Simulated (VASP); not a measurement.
# Sb (Fm-3m) in VASP: further runs

Runs on Sb. Level: r2SCAN. Tasks: single point.

Program: VASP 6.6.1. These are calculated values, not measurements. Logs are shortened: lines on timing, memory, paths and dates and some standing lists are left out, and cuts for length are marked.

## 1. The structure

Symmetry: Fm-3m, No. 225, cubic system. Conventional cell: a = 4.742 Å, b = 4.742 Å, c = 4.742 Å, α = 90.00°, β = 90.00°, γ = 90.00°. Around Sb (site symmetry m-3m) lie 12 Sb at 3.35 Å.

This isn't the form of Sb at room conditions, which is rhombohedral.

## 2. Single point, r2SCAN

Contents of INCAR:

```
SYSTEM = Sb
  PREC = Accurate
  ENCUT = 450
  EDIFF = 1E-6
  ISMEAR = 0
  SIGMA = 0.05
  LREAL = .FALSE.
  LASPH = .TRUE.
  NELM = 100
  ALGO = Normal
  ISIF = 2
  LWAVE = .FALSE.
  LCHARG = .FALSE.
  METAGGA = R2SCAN
  LMIXTAU = .TRUE.
  NBANDS = 8
  ADDGRID = .FALSE.
```

Contents of KPOINTS:

```
regular mesh
0
G
  7 7 7
  0 0 0
```

Contents of POSCAR:

```
Sb
1.0
    0.0000000000      2.3712425216      2.3712425216
    2.3712425216      0.0000000000      2.3712425216
    2.3712425216      2.3712425216      0.0000000000
Sb
1
Direct
    0.0000000000      0.0000000000      0.0000000000
```

Potentials or basis: VASP PAW PBE potentials, release 64 (Sb).

Command:

```
$ cat potpaw_PBE.64/Sb/POTCAR > POTCAR
$ mpirun -np 1 vasp_std > vasp.out
```

OUTCAR:

```text
SYSTEM = Sb
   PREC = Accurate
   ENCUT = 450
   EDIFF = 1E-6
   ISMEAR = 0
   LREAL = .FALSE.
   LASPH = .TRUE.
   NELM = 100
   ISIF = 2
   METAGGA = R2SCAN

 Found     20 irreducible k-points:

 Following reciprocal coordinates:
            Coordinates               Weight
  0.000000  0.000000  0.000000      1.000000
  0.142857  0.000000  0.000000      8.000000
  0.285714  0.000000  0.000000      8.000000
  0.428571  0.000000  0.000000      8.000000
  0.142857  0.142857  0.000000      6.000000
  0.285714  0.142857  0.000000     24.000000
   k-points           NKPTS =     20   k-points in BZ     NKDIM =     20   number of bands    NBANDS=      8
   number of dos      NEDOS =    301   number of ions     NIONS =      1
   total plane-waves  NPLWV =  13824
   dimension x,y,z NGX =    24 NGY =   24 NGZ =   24
   dimension x,y,z NGXF=    48 NGYF=   48 NGZF=   48
   ions per type =               1
   NGX,Y,Z   is equivalent  to a cutoff of  11.90, 11.90, 11.90 a.u.
   NGXF,Y,Z  is equivalent  to a cutoff of  23.80, 23.80, 23.80 a.u.
 SYSTEM =  Sb
   PREC   = accura    normal or accurate (medium, high low for compatibility)
   ISTART =      0    job   : 0-new  1-cont  2-samecut
   ICHARG =      2    charge: 1-file 2-atom 10-const
   ISPIN  =      1    spin polarized calculation?
   LNONCOLLINEAR =      F non collinear calculations
   LSORBIT =      F    spin-orbit coupling
   LASPH  =      T    aspherical Exc in radial PAW
   ENCUT  =  450.0 eV  33.07 Ry    5.75 a.u.   5.80  5.80  5.80*2*pi/ulx,y,z
   NELM   =    100;   NELMIN=  2; NELMDL= -5     # of ELM steps
   EDIFF  = 0.1E-05   stopping-criterion for ELM
   LREAL  =      F    real-space projection
   EDIFFG = 0.1E-04   stopping-criterion for IOM
   NSW    =      0    number of steps for IOM
   IBRION =     -1    ionic relax: 0-MD 1-quasi-New 2-CG
   NFREE  =      0    steps in history (QN), initial steepest desc. (CG)
   ISIF   =      2    stress and relaxation
   ISYM   =      2    0-nonsym 1-usesym 2-fastsym
   POTIM  = 0.5000    time-step for ionic-motion
   TEBEG  =    0.0;   TEEND  =   0.0 temperature during run
   PSTRESS=    0.0 pullay stress
   NELECT =       5.0000    total number of electrons
   NUPDOWN=      -1.0000    fix difference up-down
   EMIN   =  10.00;   EMAX   =-10.00  energy-range for DOS
   EFERMI =   0.00;   METHOD = LEGACY
   ISMEAR =     0;   SIGMA  =   0.05  broadening in eV -4-tet -1-fermi 0-gaus
   EFERMI_NEDOS =   21; number of points for ismear=-14 and -15
   IALGO  =     38    algorithm
   IMIX   =      4    mixing-type and parameters
     AMIX     =   0.40;   BMIX     =  1.00
     AMIX_MAG =   1.60;   BMIX_MAG =  1.00
  volume/ion in A,a.u.               =      26.67       179.95
  Fermi-wavevector in a.u.,A,eV,Ry     =   0.937013  1.770697 11.945820  0.877993
  Thomas-Fermi vector in A             =   2.064081
   LORBIT       =      0    0 simple, 1 ext, 2 COOP (PROOUT), +10 PAW based schemes
   METAGGA = R2SCAN    functional components
   LHFCALC =     F    Hartree Fock is set to
   AEXX    =    0.0000 exact exchange contribution
   IVDW    =     0    specifies the selected vdW correction
   LEPSILON=     F    determine dielectric tensor
   LRPA    =     F    only Hartree local field effects (RPA)
 non-spin polarized calculation
 Gauss-broadening in eV      SIGMA  =   0.05
  energy-cutoff  :      450.00
  volume of cell :       26.67
 maximum number of plane-waves:       592
   NGX = 11   NGY = 11   NGZ = 11

 number of electron       5.0000000 magnetization

 Free energy of the ion-electron system (eV)
  ---------------------------------------------------
  ext. energy  EPLUGINS =         0.00000000
  ---------------------------------------------------
  free energy    TOTEN  =       -25.21089017 eV

  energy without entropy =      -25.20544324  energy(sigma->0) =      -25.20816670

 E-fermi :   8.3382     XC(G=0): -10.8873

 val. band max:        8.3359923383   @ k =   0.4286   0.2857   0.0000
 cond. band min:       8.3563523359   @ k =   0.2857   0.1429   0.0000
 fundamental gap:      0.0203599977
 Fermi energy:         8.3381622800

 k-point     1 :       0.0000    0.0000    0.0000
  band No.  band energies     occupation
      1      -5.0764      2.00000
      2      14.2987      0.00000
      3      14.2987      0.00000
      4      14.2987      0.00000
      5      19.0337      0.00000
      6      19.0337      0.00000
      7      19.0337      0.00000
      8      19.6130      0.00000

 k-point     2 :       0.1429    0.0000    0.0000
  band No.  band energies     occupation
      1      -4.6445      2.00000
      2      11.1821      0.00000
      3      13.7883      0.00000
      4      13.7883      0.00000
      5      17.8561      0.00000
      6      19.7900      0.00000
      7      19.7900      0.00000
      8      21.8868      0.00000

 k-point     3 :       0.2857    0.0000    0.0000
  band No.  band energies     occupation
      1      -3.3746      2.00000
      2       6.7018      2.00000
      3      12.9893      0.00000
      4      12.9893      0.00000
      5      17.3916      0.00000
      6      19.1957      0.00000
      7      19.1957      0.00000
      8      20.6895      0.00000

 k-point     4 :       0.4286    0.0000    0.0000
  band No.  band energies     occupation
      1      -1.5204      2.00000
      2       3.1135      2.00000
      3      12.5140      0.00000
      4      12.5140      0.00000
      5      17.3845      0.00000
      6      18.2851      0.00000
      7      18.2851      0.00000
      8      19.3127      0.00000

 k-point     5 :       0.1429    0.1429    0.0000
  band No.  band energies     occupation
      1      -4.4999      2.00000
      2      12.3839      0.00000
      3      12.5285      0.00000
      4      12.5285      0.00000
      5      16.4148      0.00000
      6      18.9803      0.00000
      7      21.3101      0.00000
      8      21.3101      0.00000

 k-point     6 :       0.2857    0.1429    0.0000
  band No.  band energies     occupation
      1      -3.5049      2.00000
      2       8.3564      0.60691
      3      11.5544      0.00000
      4      11.9362      0.00000
      5      16.3463      0.00000
      6      18.0640      0.00000
      7      21.3846      0.00000
      8      21.6977      0.00000

 [... further k-points ...]

------------------------ aborting loop because EDIFF is reached ----------------------------------------

  FORCE on cell =-STRESS in cart. coord.  units (eV):
  Direction    XX          YY          ZZ          XY          YZ          ZX
  --------------------------------------------------------------------------------------
  -------------------------------------------------------------------------------------
  Total       -0.0246034     -0.0246034     -0.0246034      0.0000000     -0.0000000      0.0000000
  in kB       -1.4782473     -1.4782473     -1.4782473      0.0000000     -0.0000000      0.0000000
  external PRESSURE =      -1.4782473 kB  Pullay stress =       0.0000000 kB

 VOLUME and BASIS-vectors are now :
 -----------------------------------------------------------------------------
  energy-cutoff  :      450.00
  volume of cell :       26.67
      direct lattice vectors                 reciprocal lattice vectors
     0.000000000  2.371242522  2.371242522    -0.210859916  0.210859916  0.210859916
     2.371242522  0.000000000  2.371242522     0.210859916 -0.210859916  0.210859916
     2.371242522  2.371242522  0.000000000     0.210859916  0.210859916 -0.210859916

 POSITION                                       TOTAL-FORCE (eV/Angst)
 -----------------------------------------------------------------------------------
      0.00000      0.00000      0.00000        -0.000000     -0.000000     -0.000000
 -----------------------------------------------------------------------------------
    total drift:                                0.000000     -0.000000     -0.000000

  FREE ENERGIE OF THE ION-ELECTRON SYSTEM (eV)
  ---------------------------------------------------
  free  energy   TOTEN  =       -25.2108901676 eV

  energy  without entropy=      -25.2054432381  energy(sigma->0) =      -25.20816670
```

It took 22 s on 1 thread of Intel Xeon Platinum 8559C (Emerald Rapids), shared host; peak memory 0.13 GiB.

The run converged, but some of its settings lie outside the range that counts as converged, so its numbers aren't taken as properties of the crystal.

What came out:

| Property | Result |
| --- | --- |
| Free energy | -25.2109 eV |
| Pressure | -0.1 GPa |
| Band gap on the k mesh | none (metal or under the smearing width) |

Caveat: the PAW data sets were made with another functional, which shifts forces and pressure a little.

(Continued in part 2 of 2.)
